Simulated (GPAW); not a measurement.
# AlN (F-43m) in GPAW: further runs

The runs below take AlN through relaxation of cell and atoms, with PBEsol.

All numbers are computed with GPAW 26.7.0; they aren't measurements. Logs are shortened: lines on timing, memory, paths and dates and some standing lists are left out, and cuts for length are marked. The log counts tension as positive stress, the text compression.

## Step 1: The structure

The structure is cubic, space group F-43m (No. 216). The conventional cell has a = 4.368 Å, b = 4.368 Å, c = 4.368 Å, α = 90.00°, β = 90.00°, γ = 90.00°. Al (site symmetry -43m) is surrounded by 4 N at 1.89 Å. N (site symmetry -43m) is surrounded by 4 Al at 1.89 Å.

Measurements of this composition are mostly on another form, of space group No. 186.

## Step 2: Relaxation of cell and atoms, PBEsol, target pressure 2 GPa, at which the enthalpy is minimised

File run.py:

```python
from ase import Atoms
from ase.filters import FrechetCellFilter
from ase.io import write
from ase.optimize import BFGS
from ase.units import GPa
from gpaw import GPAW, PW, setup_paths

setup_paths.insert(0, '.')

atoms = Atoms(['Al', 'N'],
              cell=[[0.0, 2.1839935596, 2.1839935596],
                    [2.1839935596, 0.0, 2.1839935596],
                    [2.1839935596, 2.1839935596, 0.0]],
              scaled_positions=[[0.0, 0.0, 0.0],
                                [0.25, 0.25, 0.25]],
              pbc=True)

calc = GPAW(mode=PW(800),
            xc='PBEsol',
            kpts={'size': (10, 10, 10), 'gamma': True},
            occupations={'name': 'fermi-dirac', 'width': 0.05},
            nbands=11,
            convergence={'density': 1e-05, 'forces': 0.0001},
            maxiter=150,
            txt='gpaw.txt')
atoms.calc = calc
opt = BFGS(FrechetCellFilter(atoms, scalar_pressure=2 * GPa), trajectory='relax.traj', logfile='-')
done = opt.run(fmax=0.02, steps=60)
calc.write('gs.gpw')
write('result.traj', atoms)
print('Converged:', done)
print('Cell:', atoms.cell.cellpar().round(4))
print('Volume:', round(atoms.get_volume(), 4))
print(atoms.get_scaled_positions().round(5))
```

Potentials or basis: PAW data sets generated in the run's folder for this functional, pw.

Run with:

```sh
$ gpaw-setup -f PBEsol Al N
$ OMP_NUM_THREADS=1 python run.py
```

gpaw.txt:

```text
__  _  _
 | _ |_)|_||  |
 |__||  | ||/\| - 26.7.0

Input parameters:
  mode=PW(ecut=800.0),
  convergence={'density': 1e-05, 'forces': 0.0001},
  kpts=MonkhorstPack(size=(10, 10, 10), gamma=True),
  maxiter=150,
  nbands=11,
  occupations=Occupations(name='fermi-dirac', width=0.05),
  xc=XC(name='PBEsol')

Diagonalizing LCAO Hamiltonian
Converting LCAO to pw mode

           N
       Al

Atoms  # Å, Bohr magnetons
|   | symbol |        x |        y |        z |    initial magnetic moments |
|---|--------|----------|----------|----------|-----------------------------|
| 0 |     Al | 0.000000 | 0.000000 | 0.000000 | ( 0.0000,  0.0000,  0.0000) |
| 1 |      N | 1.091997 | 1.091997 | 1.091997 | ( 0.0000,  0.0000,  0.0000) |

Unit cell  # Å
| periodic |        x |        y |        z |  lengths |    angles |
|----------|----------|----------|----------|----------|-----------|
|      yes | 0.000000 | 2.183994 | 2.183994 | 3.088633 | 60.000000 |
|      yes | 2.183994 | 0.000000 | 2.183994 | 3.088633 | 60.000000 |
|      yes | 2.183994 | 2.183994 | 0.000000 | 3.088633 | 60.000000 |

Number of symmetries: 24
Symmetry operations  # r_c * U_cc + t_c -> r_c
|    | kind |            matrix            |
|----|------|------------------------------|
|  0 |  E   |  1, 0, 0,  0, 1, 0,  0, 0, 1 |
|  1 |  σ   |  1, 0, 0,  0, 0, 1,  0, 1, 0 |
|  2 |  σ   |  1, 0,-1,  0, 1,-1,  0, 0,-1 |
|  3 |  C3  |  1, 0,-1,  0, 0,-1,  0, 1,-1 |
|  4 |  C3  |  1,-1, 0,  0,-1, 1,  0,-1, 0 |
|  5 |  σ   |  1,-1, 0,  0,-1, 0,  0,-1, 1 |
|  6 |  σ   |  0, 1, 0,  1, 0, 0,  0, 0, 1 |
|  7 |  C3  |  0, 1, 0,  0, 0, 1,  1, 0, 0 |
|  8 |  C2  |  0, 1,-1,  1, 0,-1,  0, 0,-1 |
|  9 |  S4  |  0, 1,-1,  0, 0,-1,  1, 0,-1 |
| 10 |  C3  |  0, 0, 1,  1, 0, 0,  0, 1, 0 |
| 11 |  σ   |  0, 0, 1,  0, 1, 0,  1, 0, 0 |
| 12 |  S4  |  0, 0,-1,  1, 0,-1,  0, 1,-1 |
| 13 |  C3  |  0, 0,-1,  0, 1,-1,  1, 0,-1 |
| 14 |  S4  |  0,-1, 1,  1,-1, 0,  0,-1, 0 |
| 15 |  C2  |  0,-1, 1,  0,-1, 0,  1,-1, 0 |
| 16 |  C3  |  0,-1, 0,  1,-1, 0,  0,-1, 1 |
| 17 |  S4  |  0,-1, 0,  0,-1, 1,  1,-1, 0 |
| 18 |  S4  | -1, 1, 0, -1, 0, 1, -1, 0, 0 |
| 19 |  C3  | -1, 1, 0, -1, 0, 0, -1, 0, 1 |
| 20 |  C3  | -1, 0, 1, -1, 1, 0, -1, 0, 0 |
| 21 |  S4  | -1, 0, 1, -1, 0, 0, -1, 1, 0 |
| 22 |  σ   | -1, 0, 0, -1, 1, 0, -1, 0, 1 |
| 23 |  C2  | -1, 0, 0, -1, 0, 1, -1, 1, 0 |

BZ-sampling:
  Number of BZ points: 1000
  Number of IBZ points: 47

  Monkhorst-Pack size: [10, 10, 10]
  Monkhorst-Pack shift: [0.05, 0.05, 0.05]

K-points  # in reciprocal-cell coordinates
|     |                                coordinates |     weight |
|-----|--------------------------------------------|------------|
|   0 | (  0.00000000,   0.00000000,   0.00000000) | 0.00100000 |
|   1 | (  0.10000000,   0.10000000,   0.00000000) | 0.00600000 |
|   2 | (  0.10000000,   0.10000000,   0.10000000) | 0.00800000 |
|   3 | (  0.20000000,   0.10000000,   0.10000000) | 0.01200000 |
|   4 | (  0.20000000,   0.20000000,   0.00000000) | 0.00600000 |
|   5 | (  0.20000000,   0.20000000,   0.10000000) | 0.02400000 |
|   6 | (  0.20000000,   0.20000000,   0.20000000) | 0.00800000 |
|   7 | (  0.30000000,   0.20000000,   0.10000000) | 0.02400000 |
|   8 | (  0.30000000,   0.20000000,   0.20000000) | 0.02400000 |
|   9 | (  0.30000000,   0.30000000,   0.00000000) | 0.00600000 |
| ... |                                            |            |
|  46 | (  0.50000000,   0.50000000,   0.50000000) | 0.00400000 |

Plane wave coefficients: 1090
Cutoff: 800.0 eV

Spin-components: 1 (collinear spins)
Bands:           11
Projectors:      10
Spin-degeneracy: 2
Datatype:        complex128

Parallelization:
  kpt:    1
  domain: 1
  band:   1

Density:
  Valence electrons: 8.0
  Components: 1
  Grid points: [21 21 21]
  Charge: 0.0  # |e|

Potential:
  Grid points: [21 21 21]

species:
  Al:
    name:    Aluminium
    Z:       13.0
    valence: 3
    core:    10
    charge:  0.0  # [|e|]
    compensation charges:
      type: gauss
      rc: 0.34  # [Å]
      lmax: 2
    cutoffs:
      filter: 1.91  # [Å]
      core: 2.36  # [Å]
    projectors
    | kind |    occ | energy [eV] | rcut [Å] |
    |------|--------|-------------|----------|
    |   3s |  2.000 |      -7.715 |    1.085 |
    |   3p |  1.000 |      -2.689 |    1.085 |
    |    s |        |      19.497 |    1.085 |
    |    p |        |      24.522 |    1.085 |
    |    d |        |       0.000 |    1.085 |

    Using partial waves for Al as LCAO basis

  N:
    name:    Nitrogen
    Z:       7.0
    valence: 5
    core:    2
    charge:  0.0  # [|e|]
    compensation charges:
      type: gauss
      rc: 0.18  # [Å]
      lmax: 2
    cutoffs:
      filter: 1.11  # [Å]
      core: 0.96  # [Å]
    projectors
    | kind |    occ | energy [eV] | rcut [Å] |
    |------|--------|-------------|----------|
    |   2s |  2.000 |     -18.455 |    0.603 |
    |   2p |  3.000 |      -7.035 |    0.529 |
    |    s |        |       8.756 |    0.603 |
    |    p |        |      20.177 |    0.529 |
    |    d |        |       0.000 |    0.577 |

    Using partial waves for N as LCAO basis

Reference energy: -8066.097817  # eV

eigensolver:
  PPCG
  Converge bands: occupied
  niter=2

density mixing:
  MSR1-Mixer
  Pratt-step length: 0.05
  Maximum mixing coefficient: 0.75
  Old densities: 10
  SVD Regularization: 0.005
  Good broyden scale: 1.0
  Trust region scale: 1.0
  Backstep threshold: 4.0
  History deletion threshold: 6.0
  Fourier metric: weight=20.0, sigma=0.015

occupation numbers:
  Fermi-Dirac:
    width: 0.0500  # eV

poisson solver:
  ecut: 6400.0  # eV

xc functional:
  name: PBEsol with 2 nearest neighbor stencil

convergence criteria:
- Maximum integral of absolute [dens]ity change: 1e-05 electrons / valence electron
- Maximum change in the atomic [forces] across last 2 cycles: 0.0001 eV/Ang OR
Maximum error relative to the maximum force is below inf
- Maximum [total energy] change in last 3 cyles: 0.0005 eV / valence electron
- Maximum integral of absolute [eigenst]ate change: 4e-08 eV^2 / valence electron
maximum number of iterations: 150

SCF iterations
|iter     | |      energy | eigst |  dens |force |
|---------|-|-------------|-------|-------|------|
|iter:   1| |  -17.551470 | -0.26 |       |      |
|iter:   2| |  -17.045434 | -2.26 | -0.56 |      |
|iter:   3| |  -15.576008 | -0.95 | -0.61 |      |
|iter:   4| |  -15.577765 | -3.06 | -1.26 |      |
|iter:   5| |  -15.580131 | -3.49 | -1.56 |      |
|iter:   6| |  -15.580171c| -5.80 | -2.80 |      |
|iter:   7| |  -15.580179c| -6.46 | -3.18 |      |
|iter:   8| |  -15.580179c| -7.57c| -4.49 |      |
|iter:   9| |  -15.580179c| -8.54c| -5.09c|      |
|iter:  10| |  -15.580179c| -9.73c| -6.03c|-15.75c|

Converged in 10 steps
Energy contributions relative to reference atoms: (reference = -8066.097817)

Energy contributions:
  Kinetic:          18.327493
  Coulomb:         -16.017763
  Zero:              0.078940
  External:          0.000000
  Xc:              -17.968849
  Entropy:          -0.000000
  Spinorbit:         0.000000
  ----------------------------
  Free energy:     -15.580179
  Extrapolated:    -15.580179

dipole moment: (-8.624325, -8.624325, -8.624325)  # |e|*Ang

Fermi level: 6.863
Eigenvalues  # (at kpt = [0.000, 0.000, 0.000])
| band index |      eig [eV] | occ [0-2] |
|------------|---------------|-----------|
|          0 |        -9.080 |     2.000 |
|          1 |         5.884 |     2.000 |
|          2 |         5.884 |     2.000 |
|          3 |         5.884 |     2.000 |
|          4 |        10.026 |     0.000 |
|          5 |        18.341 |     0.000 |
|          6 |        18.341 |     0.000 |
|          7 |        18.341 |     0.000 |
|          8 |        23.486 |     0.000 |
|          9 |        23.505 |     0.000 |
|         10 |        24.870 |     0.000 |

Gap: 3.181 eV
Transition (v -> c):
  (s=0, k=0, n=3, [0.00, 0.00, 0.00]) -> (s=0, k=41, n=4, [0.50, 0.50, 0.00])
Direct/indirect transitions are different
Direct gap: 4.142 eV
Transition at: (s=0, k=0, n=3, [0.00, 0.00, 0.00])

Stress tensor  # eV/Ang^3
|         x |         y |         z |
|-----------|-----------|-----------|
| -0.013802 |  0.000000 |  0.000000 |
|  0.000000 | -0.013802 | -0.000000 |
|  0.000000 | -0.000000 | -0.013802 |

Forces  # eV/Ang
|       x |        y |        z |
|---------|----------|----------|
| 0.00000 |  0.00000 |  0.00000 |  # Al   0
| 0.00000 | -0.00000 | -0.00000 |  # N    1

# Writing to gs.gpw (mode='')
```

Run time: 13 s. Hardware: 1 thread of Arm Neoverse V2, shared host; peak memory 0.14 GiB.

Results:

```yaml
Free_energy: -15.5802 eV
Pressure_after_relaxing: 2.2 GPa
Band_gap_on_the_k_mesh: 3.18 eV, indirect (least direct gap 4.14 eV)
```

Final structure:
```
Al N
1.0
     0.00000    2.18399    2.18399
     2.18399    0.00000    2.18399
     2.18399    2.18399    0.00000
Al N
1 1
Direct
  0.00000 0.00000 0.00000
  0.25000 0.25000 0.25000
```

Levels at points of the mesh, in eV from the valence-band top:
```tsv
k point	band 2	band 3	band 4	band 5	band 6	band 7
(0.00, 0.00, 0.00)	0.00	0.00	0.00	4.14	12.46	12.46
(0.50, 0.50, 0.00)	-4.95	-1.80	-1.80	3.18	8.47	13.87
(0.50, 0.50, 0.50)	-5.93	-0.49	-0.49	7.29	9.78	11.03
```

Caveat: the relaxation stopped at its first step, so nothing moved; later steps reuse the first step's grids. PBEsol gaps usually lie below the measured ones, often by a third to a half.

## Step 3: Relaxation of cell and atoms, PBEsol, target pressure 5 GPa, at which the enthalpy is minimised

Changes to run.py since step 2:

```diff
@@ -26,3 +26,3 @@
 atoms.calc = calc
-opt = BFGS(FrechetCellFilter(atoms, scalar_pressure=2 * GPa), trajectory='relax.traj', logfile='-')
+opt = BFGS(FrechetCellFilter(atoms, scalar_pressure=5 * GPa), trajectory='relax.traj', logfile='-')
 done = opt.run(fmax=0.02, steps=60)
```

Potentials or basis: PAW data sets generated in the run's folder for this functional, pw.

Run with:

```sh
$ gpaw-setup -f PBEsol Al N
$ OMP_NUM_THREADS=1 python run.py
```

It took 30 s on 1 thread of Arm Neoverse V2, shared host; peak memory 0.18 GiB.

It converged, with:

```
Free energy                                            : -15.5730 eV
Relaxed volume                                         : 10.28 Å³/atom
Relaxed cell                                           : a = 3.075 Å, b = 3.075 Å, c = 3.075 Å, α = 60.00°, β = 60.00°, γ = 60.00°
Space group after relaxing (to 0.05 Å)                 : F-43m (No. 216)
Energy change on relaxing (the enthalpy is what falls) : +3.6 meV/atom
Ionic steps                                            : 3
Pressure after relaxing                                : 5.0 GPa
Band gap on the k mesh                                 : 3.19 eV, indirect (least direct gap 4.26 eV)
```

The path:
```tsv
step	energy change (eV)	largest force (eV/Å)	pressure (GPa)	volume (Å³)
1	0.0000	0.0000	2.21	20.83
2	0.0017	0.0000	3.04	20.75
3	0.0072	0.0000	5.03	20.57
```

Final structure:
```
Al N
1.0
     0.00000    2.17458    2.17458
     2.17458    0.00000    2.17458
     2.17458    2.17458    0.00000
Al N
1 1
Cartesian
  0.0000 0.0000 0.0000
  1.0873 1.0873 1.0873
```

Levels at points of the mesh, in eV from the valence-band top:
```csv
k point,band 1,band 2,band 3,band 4,band 5,band 6,band 7
"(0.00, 0.00, 0.00)",-15.04,0.00,0.00,0.00,4.26,12.59,12.59
"(0.50, 0.50, 0.00)",-12.25,-4.99,-1.81,-1.81,3.19,8.55,14.05
"(0.50, 0.50, 0.50)",-12.91,-5.98,-0.49,-0.49,7.40,9.86,11.11
```

Caveat: later steps reuse the first step's grids. A k mesh can miss the band edges.

## Step 4: Relaxation of cell and atoms, PBEsol, target pressure 10 GPa, at which the enthalpy is minimised

Changes to run.py since step 3:

```diff
@@ -26,3 +26,3 @@
 atoms.calc = calc
-opt = BFGS(FrechetCellFilter(atoms, scalar_pressure=5 * GPa), trajectory='relax.traj', logfile='-')
+opt = BFGS(FrechetCellFilter(atoms, scalar_pressure=10 * GPa), trajectory='relax.traj', logfile='-')
 done = opt.run(fmax=0.02, steps=60)
```

Run with:

```sh
$ gpaw-setup -f PBEsol Al N
$ OMP_NUM_THREADS=1 python run.py
```

Run time: 28 s. Hardware: 1 thread of Arm Neoverse V2, shared host; peak memory 0.16 GiB.

The run converged. Its results:

```
Free energy                                            : -15.5497 eV
Relaxed volume                                         : 10.06 Å³/atom
Relaxed cell                                           : a = 3.053 Å, b = 3.053 Å, c = 3.053 Å, α = 60.00°, β = 60.00°, γ = 60.00°
Space group after relaxing (to 0.05 Å)                 : F-43m (No. 216)
Energy change on relaxing (the enthalpy is what falls) : +15.2 meV/atom
Ionic steps                                            : 3
Pressure after relaxing                                : 10.2 GPa
Band gap on the k mesh                                 : 3.20 eV, indirect (least direct gap 4.46 eV)
```

The path:
| step | energy change (eV) | largest force (eV/Å) | pressure (GPa) | volume (Å³) |
| --- | --- | --- | --- | --- |
| 1 | 0.0000 | 0.0000 | 2.21 | 20.83 |
| 2 | 0.0058 | 0.0000 | 4.56 | 20.61 |
| 3 | 0.0305 | 0.0000 | 10.19 | 20.11 |

Final structure:
```
Al N
1.0
     0.00000    2.15854    2.15854
     2.15854    0.00000    2.15854
     2.15854    2.15854    0.00000
Al N
1 1
Direct
  0.00000 0.00000 0.00000
  0.25000 0.25000 0.25000
```

Levels at points of the mesh, in eV from the valence-band top:
| k point | band 1 | band 2 | band 3 | band 4 | band 5 | band 6 | band 7 |
| --- | --- | --- | --- | --- | --- | --- | --- |
| (0.00, 0.00, 0.00) | -15.17 | 0.00 | 0.00 | 0.00 | 4.46 | 12.81 | 12.81 |
| (0.50, 0.50, 0.00) | -12.30 | -5.06 | -1.83 | -1.83 | 3.20 | 8.68 | 14.36 |
| (0.50, 0.50, 0.50) | -12.98 | -6.08 | -0.49 | -0.49 | 7.61 | 10.02 | 11.25 |

Caveat: later steps reuse the first step's grids. A k mesh can miss the band edges.

## Step 5: Relaxation of cell and atoms, PBEsol, target pressure 20 GPa, at which the enthalpy is minimised

Changes to run.py since step 4:

```diff
@@ -26,3 +26,3 @@
 atoms.calc = calc
-opt = BFGS(FrechetCellFilter(atoms, scalar_pressure=10 * GPa), trajectory='relax.traj', logfile='-')
+opt = BFGS(FrechetCellFilter(atoms, scalar_pressure=20 * GPa), trajectory='relax.traj', logfile='-')
 done = opt.run(fmax=0.02, steps=60)
```

Run with:

```sh
$ gpaw-setup -f PBEsol Al N
$ OMP_NUM_THREADS=1 python run.py
```

Run time: 31 s. Hardware: 1 thread of Arm Neoverse V2, shared host; peak memory 0.17 GiB.

The run converged. Its results:

```
Free energy                                            : -15.4773 eV
Relaxed volume                                         : 9.69 Å³/atom
Relaxed cell                                           : a = 3.015 Å, b = 3.015 Å, c = 3.015 Å, α = 60.00°, β = 60.00°, γ = 60.00°
Space group after relaxing (to 0.05 Å)                 : F-43m (No. 216)
Energy change on relaxing (the enthalpy is what falls) : +51.4 meV/atom
Ionic steps                                            : 4
Pressure after relaxing                                : 20.0 GPa
Band gap on the k mesh                                 : 3.21 eV, indirect (least direct gap 4.80 eV)
```

The path:
```tsv
step	energy change (eV)	largest force (eV/Å)	pressure (GPa)	volume (Å³)
1	0.0000	0.0000	2.21	20.83
2	0.0178	0.0000	7.72	20.32
3	0.1108	0.0000	20.84	19.31
4	0.1029	0.0000	19.97	19.37
```

Final structure:
```
Al N
1.0
     0.00000    2.13168    2.13168
     2.13168    0.00000    2.13168
     2.13168    2.13168    0.00000
Al N
1 1
Direct
  0.00000 0.00000 0.00000
  0.25000 0.25000 0.25000
```

Levels at points of the mesh, in eV from the valence-band top:
```tsv
k point	band 2	band 3	band 4	band 5	band 6	band 7
(0.00, 0.00, 0.00)	0.00	0.00	0.00	4.80	13.19	13.19
(0.50, 0.50, 0.00)	-5.19	-1.87	-1.87	3.21	8.91	14.90
(0.50, 0.50, 0.50)	-6.24	-0.49	-0.49	7.95	10.28	11.49
```

Caveat: later steps reuse the first step's grids. As with any semilocal functional, this PBEsol gap is likely too small.

## Step 6: Relaxation of cell and atoms, PBEsol, target pressure 30 GPa, at which the enthalpy is minimised

Changes to run.py since step 5:

```diff
@@ -26,3 +26,3 @@
 atoms.calc = calc
-opt = BFGS(FrechetCellFilter(atoms, scalar_pressure=20 * GPa), trajectory='relax.traj', logfile='-')
+opt = BFGS(FrechetCellFilter(atoms, scalar_pressure=30 * GPa), trajectory='relax.traj', logfile='-')
 done = opt.run(fmax=0.02, steps=60)
```

Potentials or basis: PAW data sets generated in the run's folder for this functional, pw.

Run with:

```sh
$ gpaw-setup -f PBEsol Al N
$ OMP_NUM_THREADS=1 python run.py
```

Wall time 30 s (1 thread of Arm Neoverse V2, shared host); peak memory 0.17 GiB.

Results (log left out):

* Free energy: -15.3752 eV
* Relaxed volume: 9.37 Å³/atom
* Relaxed cell: a = 2.981 Å, b = 2.981 Å, c = 2.981 Å, α = 60.00°, β = 60.00°, γ = 60.00°
* Space group after relaxing (to 0.05 Å): F-43m (No. 216)
* Energy change on relaxing (the enthalpy is what falls): +102.5 meV/atom
* Ionic steps: 4
* Pressure after relaxing: 29.9 GPa
* Band gap on the k mesh: 3.22 eV, indirect (least direct gap 5.12 eV)

The path:
```tsv
step	energy change (eV)	largest force (eV/Å)	pressure (GPa)	volume (Å³)
1	0.0000	0.0000	2.21	20.83
2	0.0356	0.0000	11.05	20.04
3	0.2279	0.0000	31.88	18.62
4	0.2049	0.0000	29.90	18.73
```

Final structure:
```
Al N
1.0
     0.00000    2.10796    2.10796
     2.10796    0.00000    2.10796
     2.10796    2.10796    0.00000
Al N
1 1
Direct
  0.00000 0.00000 0.00000
  0.25000 0.25000 0.25000
```

Levels at points of the mesh, in eV from the valence-band top:
```tsv
k point	band 2	band 3	band 4	band 5	band 6	band 7
(0.00, 0.00, 0.00)	0.00	0.00	0.00	5.12	13.54	13.54
(0.50, 0.50, 0.00)	-5.30	-1.91	-1.91	3.22	9.11	15.40
(0.50, 0.50, 0.50)	-6.40	-0.49	-0.49	8.27	10.52	11.70
```

Caveat: later steps reuse the first step's grids. A hybrid or GW would open this gap; PBEsol tends to underestimate it.

## Step 7: The runs side by side

```csv
cell,target pressure,gap on the mesh (eV),pressure (GPa)
relaxed to 2 GPa,2 GPa,3.18,2.2
relaxed to 5 GPa,5 GPa,3.19,5.0
relaxed to 10 GPa,10 GPa,3.20,10.2
relaxed to 20 GPa,20 GPa,3.21,20.0
relaxed to 30 GPa,30 GPa,3.22,29.9
```

Alike in all rows: task relaxation of cell and atoms; level PBEsol; potentials or basis PAW data sets generated in the run's folder for this functional, pw; no spin polarisation; k mesh 10 × 10 × 10; cutoff (eV) 800; smearing fermi-dirac 0.05 eV.

Caveats: later steps reuse the first step's grids; the relaxation stopped at its first step, so nothing moved (some runs).

Total energies depend on the potentials used, so only differences within one code and one set of settings carry meaning.
